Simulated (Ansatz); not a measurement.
# Ta3H8: a trial structure relaxed, part 2 of 2

Where does this trial cell of Ta3H8 go when cell and atoms are let free, and does the end survive a random kick?

Ansatz 0.2.0; DFT PBE, scalar-relativistic, plane waves, PAW. Earlier steps stand in the parts before.

### 5 Kicked and relaxed without symmetry

Atoms are moved at random (σ = 0.05 Å a coordinate) and the cell is strained at random (σ = 1.5 % a component).

input.yaml

```yaml
crystal:
  lattice:
    - [4.4084662248, 0.0703614023, -0.0314456285]
    - [0.0703614023, 4.3716495193, -0.0842569808]
    - [-0.0314456285, -0.0842569808, 4.4036355511]
  atoms:
    - { symbol: Ta, position: [0.5070163002, -0.0130659391, -0.0072483654] }
    - { symbol: Ta, position: [-0.0231504287, 0.4849746301, -0.018007593] }
    - { symbol: Ta, position: [-0.0068995081, 0.0048262312, 0.4887373127] }
    - { symbol: H, position: [0.7441137399, 0.7301114313, 0.7427295902] }
    - { symbol: H, position: [0.2582141911, 0.2639650717, 0.747764199] }
    - { symbol: H, position: [0.2628539448, 0.7270273318, 0.2691731178] }
    - { symbol: H, position: [0.7359391794, 0.2933652761, 0.2627970087] }
    - { symbol: H, position: [0.7621052275, 0.7374002586, 0.2700294846] }
    - { symbol: H, position: [0.2595350433, 0.2771696238, 0.270208988] }
    - { symbol: H, position: [0.7311870068, 0.2496278861, 0.7356437523] }
    - { symbol: H, position: [0.2690853038, 0.7445981985, 0.7381725051] }
basis:
  ecutwfc: 420
kpoints:
  mp_grid: { grid: [6, 6, 6] }
hamiltonian:
  xc: pbe
scf:
  occupations: { method: gaussian, width: 0.2 }
  lower_state_search: "off"
output:
  forces: true
  stress: true
  eigenvalues: true
relax:
  adjacent_minimum: "off"
  f_tol: 0.025
  max_steps: 60
  cell: { stress_tol: 0.25 }
```

On the command line:

```bash
> ansatz run input.yaml --threads 4 --pin off --max-ram 8192MiB --backend cpu --events-out ev --progress --plain --runs-dir out
```

Standard output:

```text
Warning: RAYON_NUM_THREADS=4 ignored (pool sized by the plan → 4); use --threads N
Engine: ansatz 0.2.0, x86_64-unknown-linux-gnu
Pseudopotentials: kind: paw
Pseudopotential: Ta, paw, valence charge 13, recommended cutoff 420 eV (normal), Ta.paw.azcp
Pseudopotential: H, paw, valence charge 1, recommended cutoff 420 eV (normal), H.paw.azcp
Functional definition: PBE
  parameter kappa = 0.804
  parameter beta = 0.06672455060314922
  exchange = pbe_x(kappa = kappa, mu = beta*pi^2/3)
  correlation = pbe_c(beta = beta)
Crystal: 11 atoms, lattice volume = 84.811 Å³
Basis set: ecut = 420 eV, 1673 PW (Γ), exchange–correlation on 60×60×60 points (8 copies of the dense FFT grid, shifted against one another)
Bands: 35, of which v1, the nominal top of the filled ones, is band 24 counted from 1 (23 counted from 0)
Symmetry: 1 space group operations
Space group: P1 (ITA 1), of the structure as read, at distance tolerance 4.4e-5 Å
k-points: 112 of 216 (time reversal used)
Non-local potential: Ta, projectors of the file, l = 0: 3, l = 1: 2, l = 2: 2, l = 3: 1
Non-local potential: H, projectors of the file, l = 0: 2, l = 1: 1
PAW form: soft (Blöchl's): semilocal exchange-correlation on the pseudo side does not see the compensation charge
PAW one-centre angular grid: Ta, 590 points (default); XC on 64 Gauss nodes
PAW one-centre angular grid: H, 110 points (default); XC on 64 Gauss nodes
Initial density: superposition of atomic densities (neutral atoms: chi_scale 0, normalization atom), corrected by the library's trained network
Initial wavefunctions: pseudopotential atomic-orbital guess
Functional: x = pbe(κ = 0.804, μ = 0.2195149727645171), c = pbe(β = 0.06672455060314922)
SCF iter   1: F=—  HF=-29924.424588 eV  |F-HF|=—  |Δ(HF+E_count)|=         —  Δρ=7.93e-3  dr2=3.38e-2  ethr=1.77e-3  ⟨swp⟩=5.3  Hψ=17081  notcnv=0
preconditioner: auto → Kerker (q_TF=auto, 2.473 Å⁻¹)  [metal: Δε(μ)=0.005 eV  Ē_g=8.507 eV  σ=0.200 eV  W_gap=0.01  n_scr=20 (ndim 8)  ℏωp=19.3 eV  f_vac=0.006  D(μ)=2.71/eV (n_scr^D=18)]
SCF iter   2: F=—  HF=-29924.424012 eV  |F-HF|=—  |Δ(HF+E_count)|=   5.76e-4  Δρ=4.73e-3  dr2=1.37e-2  ethr=7.20e-5  ⟨swp⟩=1.0  Hψ=4816  notcnv=0
SCF iter   3: F=—  HF=-29924.422714 eV  |F-HF|=—  |Δ(HF+E_count)|=   1.30e-3  Δρ=4.88e-4  dr2=2.12e-4  ethr=2.91e-5  ⟨swp⟩=2.2  Hψ=4560  notcnv=0
SCF iter   4: F=—  HF=-29924.422707 eV  |F-HF|=—  |Δ(HF+E_count)|=   7.47e-6  Δρ=1.15e-4  dr2=1.50e-5  ethr=4.52e-7  ⟨swp⟩=2.0  Hψ=4755  notcnv=0
SCF iter   5: F=—  HF=-29924.422694 eV  |F-HF|=—  |Δ(HF+E_count)|=   1.26e-5  Δρ=3.13e-5  dr2=6.91e-7  ethr=3.19e-8  ⟨swp⟩=2.0  Hψ=4784  notcnv=0
SCF iter   6: F=-29924.422694 eV  HF=-29924.422694 eV  |F-HF|=6.96e-9  |Δ(HF+E_count)|=   4.06e-7  Δρ=4.68e-6  dr2=1.72e-8  ethr=2.13e-10  ⟨swp⟩=10.3  Hψ=17779  notcnv=0
SCF 1 converged in 6 iterations: F = -29924.422694 eV  dr2 = 1.72e-8
relax step   1: F+E_penalty+E_count = -29924.42269445 eV  Δ(F+E_penalty+E_count) = +0.000e0 eV  max|allowed force component| = 2.063e0 eV/Å  Δτ_max = 0.0000 Å  P = +3.832 GPa  Ω = 84.811 Å³  (6 SCF iters, dr2 threshold 1.00e-7 eV, accepted)
Crystal: 11 atoms, lattice volume = 85.296 Å³
Basis set: ecut = 420 eV, 1697 PW (Γ), exchange–correlation on 60×60×60 points (8 copies of the dense FFT grid, shifted against one another)
Initial density: handed on by an earlier stage of this run
Initial wavefunctions: those handed on with the density
iter 1 solved again at ethr=1.09e-3 eV; its pass at ethr=3.10e-3 eV (dr2=5.14e-1 eV) is discarded
SCF iter   1: F=—  HF=-29924.898821 eV  |F-HF|=—  |Δ(HF+E_count)|=         —  Δρ=2.24e-2  dr2=5.17e-1  ethr=1.09e-3  ⟨swp⟩=1.0  Hψ=21424  notcnv=0
preconditioner: auto → Kerker (q_TF=auto, 2.470 Å⁻¹)  [metal: Δε(μ)=0.015 eV  Ē_g=8.453 eV  σ=0.200 eV  W_gap=0.04  n_scr=20 (ndim 8)  ℏωp=19.3 eV  f_vac=0.007  D(μ)=2.75/eV (n_scr^D=18)]
SCF iter   2: F=—  HF=-29924.831176 eV  |F-HF|=—  |Δ(HF+E_count)|=   6.76e-2  Δρ=1.30e-2  dr2=1.94e-1  ethr=1.09e-3  ⟨swp⟩=1.0  Hψ=3920  notcnv=0
SCF iter   3: F=—  HF=-29924.785139 eV  |F-HF|=—  |Δ(HF+E_count)|=   4.60e-2  Δρ=1.52e-3  dr2=2.38e-3  ethr=4.13e-4  ⟨swp⟩=2.1  Hψ=4811  notcnv=0
SCF iter   4: F=—  HF=-29924.784805 eV  |F-HF|=—  |Δ(HF+E_count)|=   3.35e-4  Δρ=2.79e-4  dr2=7.84e-5  ethr=5.07e-6  ⟨swp⟩=2.0  Hψ=5508  notcnv=0
SCF iter   5: F=—  HF=-29924.784819 eV  |F-HF|=—  |Δ(HF+E_count)|=   1.41e-5  Δρ=7.84e-5  dr2=8.10e-6  ethr=1.67e-7  ⟨swp⟩=2.4  Hψ=5363  notcnv=0
SCF iter   6: F=-29924.784822 eV  HF=-29924.784821 eV  |F-HF|=2.58e-7  |Δ(HF+E_count)|=   2.71e-6  Δρ=1.86e-5  dr2=4.17e-7  ethr=2.34e-9  ⟨swp⟩=9.0  Hψ=18208  notcnv=0
SCF 2 converged in 6 iterations: F = -29924.784822 eV  dr2 = 4.17e-7
relax step   2: F+E_penalty+E_count = -29924.78482168 eV  Δ(F+E_penalty+E_count) = -3.621e-1 eV  max|allowed force component| = 1.120e0 eV/Å  Δτ_max = 0.1947 Å  P = +0.733 GPa  Ω = 85.296 Å³  energy of the carried Pulay correction = -7.715e-4 eV  (6 SCF iters, dr2 threshold 1.10e-6 eV, accepted)
Crystal: 11 atoms, lattice volume = 85.359 Å³
Basis set: ecut = 420 eV, 1709 PW (Γ), exchange–correlation on 60×60×60 points (8 copies of the dense FFT grid, shifted against one another)
iter 1 solved again at ethr=1.63e-4 eV; its pass at ethr=3.10e-3 eV (dr2=7.68e-2 eV) is discarded
SCF iter   1: F=—  HF=-29924.937677 eV  |F-HF|=—  |Δ(HF+E_count)|=         —  Δρ=8.97e-3  dr2=7.85e-2  ethr=1.63e-4  ⟨swp⟩=1.0  Hψ=18727  notcnv=0
preconditioner: auto → Kerker (q_TF=auto, 2.470 Å⁻¹)  [metal: Δε(μ)=0.001 eV  Ē_g=8.446 eV  σ=0.200 eV  W_gap=0.00  n_scr=22 (ndim 8)  ℏωp=19.3 eV  f_vac=0.006  D(μ)=2.54/eV (n_scr^D=18)]
SCF iter   2: F=—  HF=-29924.927463 eV  |F-HF|=—  |Δ(HF+E_count)|=   1.02e-2  Δρ=5.19e-3  dr2=3.08e-2  ethr=1.63e-4  ⟨swp⟩=1.0  Hψ=3920  notcnv=0
SCF iter   3: F=—  HF=-29924.919690 eV  |F-HF|=—  |Δ(HF+E_count)|=   7.77e-3  Δρ=6.49e-4  dr2=5.17e-4  ethr=6.54e-5  ⟨swp⟩=2.0  Hψ=4948  notcnv=0
SCF iter   4: F=—  HF=-29924.919616 eV  |F-HF|=—  |Δ(HF+E_count)|=   7.37e-5  Δρ=1.62e-4  dr2=1.77e-5  ethr=1.10e-6  ⟨swp⟩=2.0  Hψ=5211  notcnv=0
SCF iter   5: F=—  HF=-29924.919618 eV  |F-HF|=—  |Δ(HF+E_count)|=   1.67e-6  Δρ=3.05e-5  dr2=1.28e-6  ethr=3.76e-8  ⟨swp⟩=2.0  Hψ=5087  notcnv=0
SCF iter   6: F=-29924.919618 eV  HF=-29924.919618 eV  |F-HF|=4.79e-8  |Δ(HF+E_count)|=   4.27e-7  Δρ=8.03e-6  dr2=9.39e-8  ethr=2.34e-9  ⟨swp⟩=6.7  Hψ=15864  notcnv=0
SCF 3 converged in 6 iterations: F = -29924.919618 eV  dr2 = 9.39e-8
relax step   3: F+E_penalty+E_count = -29924.91961810 eV  Δ(F+E_penalty+E_count) = -1.348e-1 eV  max|allowed force component| = 4.228e-2 eV/Å  Δτ_max = 0.0658 Å  P = -0.378 GPa  Ω = 85.359 Å³  energy of the carried Pulay correction = -8.708e-4 eV  (6 SCF iters, dr2 threshold 1.10e-6 eV, accepted)
Crystal: 11 atoms, lattice volume = 84.949 Å³
Basis set: ecut = 420 eV, 1659 PW (Γ), exchange–correlation on 60×60×60 points (8 copies of the dense FFT grid, shifted against one another)
iter 1 solved again at ethr=2.47e-6 eV; its pass at ethr=3.10e-3 eV (dr2=1.16e-3 eV) is discarded
SCF iter   1: F=—  HF=-29924.923758 eV  |F-HF|=—  |Δ(HF+E_count)|=         —  Δρ=1.50e-3  dr2=1.18e-3  ethr=2.47e-6  ⟨swp⟩=2.1  Hψ=20096  notcnv=0
preconditioner: auto → Kerker (q_TF=auto, 2.472 Å⁻¹)  [metal: Δε(μ)=0.097 eV  Ē_g=8.470 eV  σ=0.200 eV  W_gap=0.26  n_scr=18 (ndim 8)  ℏωp=19.3 eV  f_vac=0.006  D(μ)=2.52/eV (n_scr^D=18)]
SCF iter   2: F=—  HF=-29924.923658 eV  |F-HF|=—  |Δ(HF+E_count)|=   1.00e-4  Δρ=8.79e-4  dr2=4.57e-4  ethr=2.47e-6  ⟨swp⟩=1.0  Hψ=3920  notcnv=0
SCF iter   3: F=—  HF=-29924.923655 eV  |F-HF|=—  |Δ(HF+E_count)|=   3.08e-6  Δρ=8.99e-5  dr2=5.94e-6  ethr=9.71e-7  ⟨swp⟩=2.2  Hψ=5108  notcnv=0
iter 4 did not close the SCF: its close was put off for the readings that it lacked (scf_convergence_deferred on its scf_iter line)
SCF iter   4: F=-29924.923659 eV  HF=-29924.923659 eV  |F-HF|=3.14e-7  |Δ(HF+E_count)|=   4.40e-6  Δρ=1.69e-5  dr2=5.16e-7  ethr=1.26e-8  ⟨swp⟩=2.3  Hψ=6128  notcnv=0
iter 5 did not close the SCF: its close was put off for the readings that it lacked (scf_convergence_deferred on its scf_iter line)
SCF iter   5: F=-29924.923659 eV  HF=-29924.923659 eV  |F-HF|=3.66e-8  |Δ(HF+E_count)|=   4.31e-7  Δρ=7.13e-6  dr2=9.97e-8  ethr=1.10e-9  ⟨swp⟩=2.0  Hψ=5034  notcnv=0
SCF iter   6: F=-29924.923660 eV  HF=-29924.923660 eV  |F-HF|=6.69e-10  |Δ(HF+E_count)|=   6.46e-8  Δρ=1.81e-6  dr2=4.14e-9  ethr=2.12e-10  ⟨swp⟩=3.3  Hψ=12038  notcnv=0
SCF 4 converged in 6 iterations: F = -29924.923660 eV  dr2 = 4.14e-9
relax step   4: F+E_penalty+E_count = -29924.92365951 eV  Δ(F+E_penalty+E_count) = -4.041e-3 eV  max|allowed force component| = 7.034e-3 eV/Å  Δτ_max = 0.0147 Å  P = +0.095 GPa  Ω = 84.949 Å³  energy of the carried Pulay correction = -2.192e-4 eV  (6 SCF iters, dr2 threshold 1.10e-6 eV, accepted)
Initial wavefunctions: pseudopotential atomic-orbital guess (no wavefunctions were taken with the density)
iter 1 solved again at ethr=2.22e-8 eV; its pass at ethr=3.10e-3 eV (dr2=1.04e-5 eV) is discarded
SCF iter   1: F=—  HF=-29924.924231 eV  |F-HF|=—  |Δ(HF+E_count)|=         —  Δρ=2.53e-4  dr2=2.18e-6  ethr=2.22e-8  ⟨swp⟩=4.0  Hψ=28401  notcnv=0
preconditioner: auto → Kerker (q_TF=auto, 2.472 Å⁻¹)  [metal: Δε(μ)=0.098 eV  Ē_g=8.469 eV  σ=0.200 eV  W_gap=0.26  n_scr=18 (ndim 8)  ℏωp=19.3 eV  f_vac=0.006  D(μ)=2.52/eV (n_scr^D=18)]
SCF iter   2: F=—  HF=-29924.924485 eV  |F-HF|=—  |Δ(HF+E_count)|=   2.54e-4  Δρ=1.30e-4  dr2=6.03e-7  ethr=4.63e-9  ⟨swp⟩=2.5  Hψ=4957  notcnv=0
iter 3 did not close the SCF: its close was put off for the readings that it lacked (scf_convergence_deferred on its scf_iter line)
SCF iter   3: F=-29924.924553 eV  HF=-29924.924553 eV  |F-HF|=2.37e-8  |Δ(HF+E_count)|=   6.74e-5  Δρ=2.80e-6  dr2=9.57e-10  ethr=1.28e-9  ⟨swp⟩=2.0  Hψ=5205  notcnv=0
iter 4 did not close the SCF: its close was put off for the readings that it lacked (scf_convergence_deferred on its scf_iter line)
SCF iter   4: F=-29924.924553 eV  HF=-29924.924553 eV  |F-HF|=2.07e-10  |Δ(HF+E_count)|=   2.42e-8  Δρ=4.03e-7  dr2=1.18e-10  ethr=2.04e-12  ⟨swp⟩=2.0  Hψ=6360  notcnv=0
iter 5 did not close the SCF: its close was put off for the readings that it lacked (scf_convergence_deferred on its scf_iter line)
SCF iter   5: F=-29924.924553 eV  HF=-29924.924553 eV  |F-HF|=7.28e-12  |Δ(HF+E_count)|=  2.22e-10  Δρ=1.15e-7  dr2=1.97e-11  ethr=1.00e-12  ⟨swp⟩=1.4  Hψ=3964  notcnv=0
SCF iter   6: F=-29924.924553 eV  HF=-29924.924553 eV  |F-HF|=7.28e-12  |Δ(HF+E_count)|=  7.28e-12  Δρ=3.51e-8  dr2=2.45e-12  ethr=1.00e-12  ⟨swp⟩=3.9  Hψ=9860  notcnv=0
SCF 5 converged in 6 iterations: F = -29924.924553 eV  dr2 = 2.45e-12
relax step   5: F+E_penalty+E_count = -29924.92455263 eV  Δ(F+E_penalty+E_count) = -8.931e-4 eV  max|allowed force component| = 7.173e-3 eV/Å  Δτ_max = 0.0000 Å  P = +0.102 GPa  Ω = 84.949 Å³  stress off target by 1.56e-1 GPa  SCF on the basis re-selected at this cell (its energy is not comparable with the rows above)  (6 SCF iters)
basis re-selected at this cell: Δ(F+E_penalty+E_count) = -8.931e-4 eV, ΔP = +0.007 GPa vs the last step (what re-selecting the basis moved, of the pressure what is left beyond the Pulay correction that the steps carried, after the strain that the cell walked since its last selection, with what the two solves' SCF thresholds leave and, on support functions, any second-order correction that the steps lacked; it is no measure of the basis error at this ecutwfc). This SCF's stress stands 1.56e-1 GPa from its target on what of the cell is left free (relax.cell.stress_tol is 2.50e-1 GPa) and its largest allowed force component is 7.17e-3 eV/Å (relax.f_tol is 2.50e-2 eV/Å): within both
SCF converged after 6 iterations
Free energy (F): -29924.924553 eV
Harris-Foulkes:  -29924.924553 eV  (|F-HF|=7.28e-12)
Internal energy: -29924.874211 eV  (E = F + TS)
E sigma→0 (E₀):  -29924.899382 eV
Entropy (-TS):   -0.050342 eV (-4.577 meV/atom)
Fermi energy:    13.315607 eV
--- Per-component energies (eV) ---
  E_band       = -538.820478
  E_kinetic    = 1211.488581
  E_local      = -2494.349706  (includes V_loc(G=0)·N_el)
  E_nonlocal   = 54.023526
  E_hartree    = 872.027039
  E_xc         = -729.818133
  E_vxc        = -708.649767  (∫ρ·V_xc dr)
  E_paw        = -25194.547090  (= ΣΔE_a)
  E_vpaw       = -345.377228  (= ΣTr[D̂ρ^β])
  E_aug_tail   = -0.009918  (compensation charges beyond the density's cutoff)
  E_ewald      = -3643.688510
  E_smearing   = -0.050342  (= −TS)
  E_closure    = -0.000000  (closes the sum)
  Σ components = -29924.924553   (vs F -29924.924553, Δ=0.00e0)
--- Forces (eV/Å), atoms counted from 1 ---
  atom   1  Ta     0.00352991     0.00004344     0.00044964
  atom   2  Ta    -0.00060280     0.00356414     0.00003133
  atom   3  Ta    -0.00085224    -0.00099094     0.00547437
  atom   4  H     -0.00348526    -0.00243921    -0.00717283
  atom   5  H      0.00280313     0.00224278    -0.00346208
  atom   6  H      0.00570206    -0.00233256     0.00459479
  atom   7  H     -0.00425322     0.00385026     0.00265325
  atom   8  H     -0.00493088    -0.00677180     0.00183042
  atom   9  H      0.00359213     0.00290633     0.00455125
  atom  10  H     -0.00435549     0.00130513    -0.00646555
  atom  11  H      0.00285268    -0.00137744    -0.00248449
  max |Σ_I F_I| component: 1.38e-7 eV/Å
--- Stress (GPa, compression-positive) ---
        0.099103      -0.047937      -0.011823
       -0.047937       0.103737       0.014402
       -0.011823       0.014402       0.102172
  P = ⅓ Tr σ = 0.1017 GPa (1.017 kbar)
--- Band table (eV; the first three rows and the last of 112) ---
  k-point 0: bands = ["-55.3838", "-55.3292", "-55.3288", "-22.2013", "-22.2008", "-22.1999", "-21.8274", "-21.8263", "-21.8257", "-21.6782", "-21.6773", "-21.6758", "1.6974", "6.4245", "6.4264", "6.4313", "8.2776", "8.2793", "8.2802", "8.2934", "9.7197", "9.7200", "13.3217", "13.3282", "13.3374", "13.5253", "15.9431", "15.9436", "17.2705", "17.4459", "17.4461", "17.4465", "20.4828", "20.7007", "20.7069"]
  k-point 1: bands = ["-55.3806", "-55.3324", "-55.3288", "-22.1811", "-22.1799", "-22.1689", "-21.8357", "-21.8344", "-21.8281", "-21.7158", "-21.6912", "-21.6889", "1.9716", "6.4624", "6.4688", "6.6032", "7.1353", "8.2117", "8.2124", "8.6810", "10.0268", "10.4768", "11.4863", "13.4791", "13.4922", "15.3730", "15.6128", "15.9043", "16.6477", "17.0100", "17.0144", "17.4483", "18.8816", "20.4811", "20.7151"]
  k-point 2: bands = ["-55.3722", "-55.3408", "-55.3288", "-22.1326", "-22.1313", "-22.0799", "-21.8630", "-21.8623", "-21.8317", "-21.8185", "-21.7152", "-21.7123", "2.7550", "5.5647", "6.5391", "6.5484", "7.0897", "8.0870", "8.0906", "9.2603", "9.9181", "10.8687", "11.4745", "13.7355", "13.7476", "14.0210", "14.8722", "16.1444", "16.5709", "16.5774", "17.4530", "17.6979", "17.8941", "19.7218", "19.7235"]
  k-point 111: bands = ["-55.3474", "-55.3473", "-55.3466", "-22.3852", "-22.1123", "-22.1119", "-22.1113", "-21.7243", "-21.7239", "-21.6637", "-21.6634", "-21.6633", "4.6029", "5.0923", "5.0927", "5.0949", "8.1519", "8.1571", "8.1653", "8.9098", "12.1427", "12.1492", "12.1532", "13.4612", "13.4674", "13.4770", "14.5024", "14.5026", "17.0734", "17.0818", "17.0871", "18.5118", "19.1283", "19.1361", "19.1478"]
--- Relaxed structure (4 steps of the walk, 4 accepted, 1 SCFs on fresh bases) ---
  F+E_penalty+E_count = -29924.92455263 eV   max|allowed force component| = 7.173e-3 eV/Å   (the final SCF, on the basis selected at the relaxed cell)
  cell:  # Å, volume = 84.9486 Å³
    - [4.39604725712132, 0.00243560496050104, 0.001326643939564269]
    - [0.002389392892161825, 4.39585841158286, -0.0004948801028519245]
    - [0.0012863180700370958, -0.0005350799817609858, 4.395926448364892]
  atoms:
    - { symbol: Ta, position: [0.49983816375741985, -1.857318467943572e-5, -2.5085147300347776e-5] }
    - { symbol: Ta, position: [-6.495079406666803e-6, 0.4998679009511408, -4.816510232929843e-7] }
    - { symbol: Ta, position: [9.873476884068725e-6, 1.5807977985484655e-5, 0.4998529833127688] }
    - { symbol: H, position: [0.7331034769187679, 0.7328789640296393, 0.7329261463576964] }
    - { symbol: H, position: [0.2671572681793422, 0.26699851139935354, 0.7326574162297924] }
    - { symbol: H, position: [0.2670825343502425, 0.7326956565460209, 0.26683104885094056] }
    - { symbol: H, position: [0.7328018469933667, 0.2670892917474461, 0.2670229192770926] }
    - { symbol: H, position: [0.732954335913547, 0.7332179406480569, 0.2673193095440008] }
    - { symbol: H, position: [0.26698728157668894, 0.26718696131073894, 0.2672450357580317] }
    - { symbol: H, position: [0.7328681804059232, 0.26727764301416784, 0.7332401337493234] }
    - { symbol: H, position: [0.2672035335072235, 0.7327898956601298, 0.7329305737186772] }
```

Wall time 30 s (4 threads of Intel Xeon Platinum 8375C at 2.90GHz (Ice Lake), shared host); peak memory 0.62 GiB.

The steps of the relaxation:

| step | energy from step 1 (eV/cell) | largest force component (eV/Å) | pressure (GPa) | volume (Å³) |
| --- | --- | --- | --- | --- |
| 1 | 0.0000 | 2.0634 | 3.83 | 84.81 |
| 2 | -0.3621 | 1.1199 | 0.73 | 85.30 |
| 3 | -0.4969 | 0.0423 | -0.38 | 85.36 |
| 4 | -0.5010 | 0.0070 | 0.09 | 84.95 |
| 5 | -0.5019 | 0.0072 | 0.10 | 84.95 |

Step 1 is the start. Step 5 repeats the geometry before it on a plane-wave basis chosen anew for that cell, so its energy need not be comparable with the rows above.

|  | before | after | change |
| --- | --- | --- | --- |
| a (Å) | 4.409 | 4.396 | -0.3 % |
| b (Å) | 4.373 | 4.396 | +0.5 % |
| c (Å) | 4.405 | 4.396 | -0.2 % |
| α (°) | 92.21 | 90.01 | -2.4 % |
| β (°) | 90.84 | 89.97 | -1.0 % |
| γ (°) | 88.16 | 89.94 | +2.0 % |
| volume (Å³/atom) | 7.71 | 7.72 | +0.2 % |
| shortest distance (Å) | 1.815 | 1.950 | +7.4 % |
| space group (0.01 Å) | P1 | Pm-3m | changed |

Change from the reference: 0.0 meV/atom, -0.1 % in volume. At a tolerance of 0.1 Å, which suits this loose relaxation, its space group is Pm-3m.

### 6 Outcome

What follows sums up all 2 parts.

| quantity | value |
| --- | --- |
| symmetry at the end (tolerance 0.05 Å) | space group Pm-3m (No. 221) |
| conventional cell | a = 4.398 Å, b = 4.398 Å, c = 4.398 Å, α = 90.00°, β = 90.00°, γ = 90.00° |
| volume | 7.73 Å³/atom |
| energy over the elements (uncorrected; H, N, O, F and Cl as molecules) | -0.10 eV/atom |
| gap on the mesh | none (metal) |

**Reading.** The space group Pm-3m (No. 221) is kept, at nearly the size of the first guess. A negative formation energy is needed for stability but isn't enough; other structures and compounds were not set against it here. The kicked cell came back to the same energy, so the end is stable against the distortions that fit this cell and this draw; modes that don't fit the cell aren't tested. Spin-orbit coupling is left out for Ta.
